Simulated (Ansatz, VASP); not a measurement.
## LiF: VASP beside Ansatz

INCAR

```
SYSTEM = LiF
ALGO     = Normal         ! electronic algorithm
EDIFF    = 1E-6           ! SCF threshold, eV
ENCUT    = 520            ! plane-wave cutoff, eV
GGA      = PE             ! functional
ISIF     = 2              ! what is computed and relaxed
ISMEAR   = 0              ! smearing method
LASPH    = .True.         ! aspherical terms in the spheres
LCHARG   = .False.        ! write CHGCAR
LREAL    = .False.        ! projectors in reciprocal space
LWAVE    = .False.        ! write WAVECAR
NBANDS   = 12             ! bands
NELM     = 60             ! most SCF steps
PREC     = Accurate       ! precision mode
SIGMA    = 0.05           ! smearing width, eV
```

File KPOINTS:

```
k-points
0
Gamma
  10 10 10
  0 0 0
```

The input POSCAR:

```
LiF
1.0
    0.0000000000      2.1046300000      2.0140000000
    2.1046300000      0.0000000000      2.0140000000
    2.1046300000      2.1046300000      0.0000000000
Li F
1 1
Direct
    0.0000000000      0.0000000000      0.0000000000
    0.5000000000      0.5000000000      0.5000000000
```

Input for Ansatz:

```yaml
crystal:
  lattice:
    - [0.0, 2.10463, 2.014]
    - [2.10463, 0.0, 2.014]
    - [2.10463, 2.10463, 0.0]
  atoms:
    - { symbol: Li, position: [0.0, 0.0, 0.0] }
    - { symbol: F, position: [0.5, 0.5, 0.5] }
basis:
  ecutwfc: 420
kpoints:
  mp_grid: { grid: [10, 10, 10] }
hamiltonian:
  xc: pbe
scf:
  occupations: { method: gaussian, width: 0.05 }
output:
  forces: true
  stress: true
  eigenvalues: true
```

Change from the starting cell: strain +0.0450 x Voigt [1, 1, 0, 0, 0, 0], atoms carried along.

Alike in both runs: task single point; functional PBE; k mesh 10 × 10 × 10; occupations gaussian, width 0.05 eV; no spin polarisation.

```csv
,VASP,Ansatz
version,VASP 6.6.1,Ansatz 0.2.0
potentials or method,"VASP PAW PBE potentials, release 64 (Li_sv, F)","scalar-relativistic, plane waves, PAW"
plane-wave cutoff (eV),520,420
valence electrons in the cell,10,10
```

```tsv
	VASP	Ansatz	Ansatz less VASP
gap on the k mesh at the Fermi level (eV)	8.31	8.31	+0.001
least direct gap on the mesh (eV)	8.31	8.31	+0.001
```

 A k mesh can miss the band edges.
